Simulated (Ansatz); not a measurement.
BeS, MgS, BaS: one prototype (rocksalt), with Be, Mg, Ba on the same site. Each was relaxed with r2SCAN in the plane-wave code Ansatz, and the gaps are read on those cells (d direct, i indirect). Computed values alone, no measurements; non-magnetic cells, some hypothetical.

```
compound  a (Å)            gap, PBE (eV)         gap, r2SCAN (eV)          gap, HSE06 (eV)  mean ε∞, r2SCAN                      G0W0@PBE gap (eV)
     BeS  4.635  0.96 i (K–Γ (0.60) → X)  1.33 i (K–Γ (0.60) → X)  1.73 i (K–Γ (0.60) → X)              8.1  1.81 (184 empty bands, 220 eV, 6×6×6)
     MgS  5.203           2.79 i (Γ → X)           3.46 i (Γ → X)           3.80 i (Γ → X)              4.9  4.15 (105 empty bands, 120 eV, 6×6×6)
     BaS  6.424           2.23 i (Γ → X)           2.58 i (Γ → X)           3.14 i (Γ → X)              4.4  3.53 (490 empty bands, 220 eV, 4×4×4)
```
G0W0 gaps are PBE's gap plus the shift on the mesh. G0W0 values are finite-basis, finite-mesh values.

From BeS to MgS, a changes by +0.568 Å and the HSE06 gap by +2.07 eV. From MgS to BaS, a changes by +1.221 Å and the HSE06 gap by -0.66 eV.

The runs are scalar-relativistic, without spin-orbit coupling.

Where an edge lies off the special points, it is a point of the mesh or the k point where a search put PBE's edge or least direct gap, reused for the other functionals, whose own edges may lie a little apart.

The meshes of the hybrids are coarse, so their gaps aren't converged to the digits shown.
